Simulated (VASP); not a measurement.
A run of VASP 6.6.1:

File INCAR:

```
SYSTEM = HfO2
PREC = Accurate
ENCUT = 520
EDIFF = 1E-7
ISMEAR = -1
SIGMA = 0.05
LREAL = .False.
LASPH = .True.
NELM = 60
ALGO = Fast
ISIF = 2
LWAVE = .False.
LCHARG = .False.
LMAXMIX = 4
GGA = B5
ALDAX = 1.0
AGGAX = 1.0
AGGAC = 1.0
ALDAC = 0.0
```

File KPOINTS:

```
regular mesh
0
Gamma
  5 8 4
  0 0 0
```

Contents of POSCAR:

```
HfO2
1.0
    5.5563950000      0.0000000000      0.0000000000
    0.0000000000      3.3335970000      0.0000000000
    0.0000000000      0.0000000000      6.5049950000
Hf O
4 8
Direct
    0.7486820000      0.7500000000      0.6078710000
    0.2513180000      0.2500000000      0.3921290000
    0.2486820000      0.7500000000      0.8921290000
    0.7513180000      0.2500000000      0.1078710000
    0.6394990000      0.2500000000      0.4234000000
    0.3605010000      0.7500000000      0.5766000000
    0.1394990000      0.2500000000      0.0766000000
    0.8605010000      0.7500000000      0.9234000000
    0.5207940000      0.2500000000      0.8414530000
    0.4792060000      0.7500000000      0.1585470000
    0.0207940000      0.2500000000      0.6585470000
    0.9792060000      0.7500000000      0.3414530000
```

The input KPOINTS_OPT:

```
path GXSYGZURTZ,YT,UX,SR
15
line-mode
reciprocal
 0.0000000000  0.0000000000  0.0000000000  G
 0.0000000000 -0.5000000000  0.0000000000  X

 0.0000000000 -0.5000000000  0.0000000000  X
-0.5000000000 -0.5000000000  0.0000000000  S

-0.5000000000 -0.5000000000  0.0000000000  S
-0.5000000000  0.0000000000  0.0000000000  Y

-0.5000000000  0.0000000000  0.0000000000  Y
 0.0000000000  0.0000000000  0.0000000000  G

 0.0000000000  0.0000000000  0.0000000000  G
 0.0000000000  0.0000000000 -0.5000000000  Z

 0.0000000000  0.0000000000 -0.5000000000  Z
 0.0000000000 -0.5000000000 -0.5000000000  U

 0.0000000000 -0.5000000000 -0.5000000000  U
-0.5000000000 -0.5000000000 -0.5000000000  R

-0.5000000000 -0.5000000000 -0.5000000000  R
-0.5000000000  0.0000000000 -0.5000000000  T

-0.5000000000  0.0000000000 -0.5000000000  T
 0.0000000000  0.0000000000 -0.5000000000  Z

-0.5000000000  0.0000000000  0.0000000000  Y
-0.5000000000  0.0000000000 -0.5000000000  T

 0.0000000000 -0.5000000000 -0.5000000000  U
 0.0000000000 -0.5000000000  0.0000000000  X

-0.5000000000 -0.5000000000  0.0000000000  S
-0.5000000000 -0.5000000000 -0.5000000000  R
```

Potentials or basis: VASP PAW PBE potentials, release 64 (Hf_pv, O).

Launch:

```sh
$ cat potpaw_PBE.64/Hf_pv/POTCAR potpaw_PBE.64/O/POTCAR > POTCAR
$ mpirun -np 1 vasp_std > vasp.out
```

Hardware: 1 thread of Intel(R) Xeon(R) 6975P-C (Granite Rapids), with other jobs on the host.

Problem. Estimate the wall time of this run.

Solution. Wall time 13 min on 1 thread of Intel(R) Xeon(R) 6975P-C (Granite Rapids), with other jobs on the host, peak memory 0.49 GiB. Counts: scf iterations 60, k points 45.
